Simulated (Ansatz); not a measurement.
# TiTe2: how the settings move a single-point run

Aim: see which settings change the result for TiTe2, by how much, and at what cost. The cell is built on a prototype (3R-MoS2 type) and needn't be the phase found in nature.

Method: reference: DFT, HSE06, plane waves, PAW, in Ansatz 0.2.0.

1 further run of the same task is left out (it didn't finish). Runs told in other sessions of the task aren't counted.

### 1 The structure to begin with

Symmetry: R3m, No. 160, trigonal system. The conventional cell has a = 3.760 Å, b = 3.760 Å, c = 20.445 Å, α = 90.00°, β = 90.00°, γ = 120.00°. Ti (site symmetry 3m) is surrounded by 6 Te at 2.78 to 2.80 Å. Around Te (site symmetry 3m) lie 3 Ti at 2.80 Å. Around Te (site symmetry 3m) lie 3 Ti at 2.78 Å.

Structure file:

```
Ti Te
1.0
     1.88006    1.08545    6.81515
    -1.88006    1.08545    6.81515
     0.00000   -2.17091    6.81515
Ti Te
1 2
Direct
  0.99969 0.99969 0.99969
  0.41913 0.41913 0.41913
  0.24784 0.24784 0.24784
```

### 2 Reference

input.yaml

```yaml
crystal:
  lattice:
    - [1.8800618742, 1.0854542292, 6.8151508202]
    - [-1.8800618742, 1.0854542292, 6.8151508202]
    - [0.0, -2.1709084583, 6.8151508202]
  atoms:
    - { symbol: Ti, position: [-0.0003050365, -0.0003050365, -0.0003050365] }
    - { symbol: Te, position: [0.4191340035, 0.4191340035, 0.4191340035] }
    - { symbol: Te, position: [0.2478376996, 0.2478376996, 0.2478376996] }
kpoints:
  mp_grid: { grid: [4, 4, 4] }
hamiltonian:
  xc: hse06
scf:
  occupations: { method: fermi_dirac, width: 0.02 }
  n_extra_bands: 4
output:
  forces: true
  stress: true
  eigenvalues: true
```

Command:

```bash
> ansatz run input.yaml --threads 4 --pin off --max-ram 3686MiB --backend cpu --events-out ev --progress --plain --runs-dir out
```

### 3 Variant: exchange pbe, correlation pbe, coeff 0.4, omega 0.5

input.yaml: that of step 2 with these lines changed.

```diff
@@ -12,3 +12,3 @@
 hamiltonian:
-  xc: hse06
+  xc: { exchange: pbe, correlation: pbe, exx: { coeff: 0.4, omega: 0.5 } }
 scf:
```

### 4 Variant: exchange pbe, correlation pbe, coeff 0.05, omega 0.2078

input.yaml: that of step 2 with these lines changed.

```diff
@@ -12,3 +12,6 @@
 hamiltonian:
-  xc: hse06
+  xc:
+    exchange: pbe
+    correlation: pbe
+    exx: { coeff: 0.05, omega: 0.2078 }
 scf:
```

### 5 Changing settings: exchange pbe, correlation pbe, coeff 0.2, omega 0.3

input.yaml: that of step 2 with these lines changed.

```diff
@@ -12,3 +12,3 @@
 hamiltonian:
-  xc: hse06
+  xc: { exchange: pbe, correlation: pbe, exx: { coeff: 0.2, omega: 0.3 } }
 scf:
```

**Question.** What will these runs give? Wanted: for each run, ending; energy change; pressure; gap; force.

The runs gave:

| run | ending | energy change | pressure (GPa) | gap (eV) | force (eV/Å) | cycles | time |
| --- | --- | --- | --- | --- | --- | --- | --- |
| reference | converged | - | 0.0 | 0.00 | 0.28 | 37 | 51 s |
| 1: exchange pbe, correlation pbe, coeff 0.4, omega 0.5 | converged | not comparable | 0.1 | 0.00 | 0.30 | 37 | 53 s |
| 2: exchange pbe, correlation pbe, coeff 0.05, omega 0.2078 | converged | not comparable | 1.1 | 0.00 | 0.05 | 28 | 42 s |
| 3: exchange pbe, correlation pbe, coeff 0.2, omega 0.3 | converged | not comparable | 0.4 | 0.00 | 0.17 | 32 | 44 s |

Residual by cycle in the longest SCF loop of each run; runs are numbered as in the table. The quantity is the density residual dr2, in eV.

| cycle | reference | run 1 | run 2 | run 3 |
| --- | --- | --- | --- | --- |
| 1 | 0.0721 | 0.0734 | 0.0695 | 0.0713 |
| 2 | 1.12 | 1.17 | 1.04 | 1.1 |
| 3 | 0.0217 | 0.0211 | 0.0226 | 0.0219 |
| 4 | 0.00121 | 0.00126 | 0.00124 | 0.00122 |
| 5 | 2.4e-4 | 2.2e-4 | 2.8e-4 | 2.5e-4 |
| 6 | 1.3e-5 | 1.5e-5 | 1.4e-5 | 1.3e-5 |
| 7 | 1.4e-6 | 1.7e-6 | 1.6e-6 | 1.5e-6 |
| 8 | 2.7e-7 | 2.4e-7 | 4.3e-7 | 2.8e-7 |
| 9 | 3.4e-8 | 3.2e-8 | 5.7e-8 | 3.6e-8 |
| 10 | 1.4e-8 | 8.5e-9 | 3.2e-8 | 1.6e-8 |
| 11 | 1.6e-9 | 2.0e-9 | 2.8e-9 | 1.7e-9 |
| 12 | 4.7e-10 | 1.6e-10 | 3.4e-10 | 4.3e-10 |

**Reading.** The reference has no spin polarisation; with Ti present, a magnetic state may lie lower.
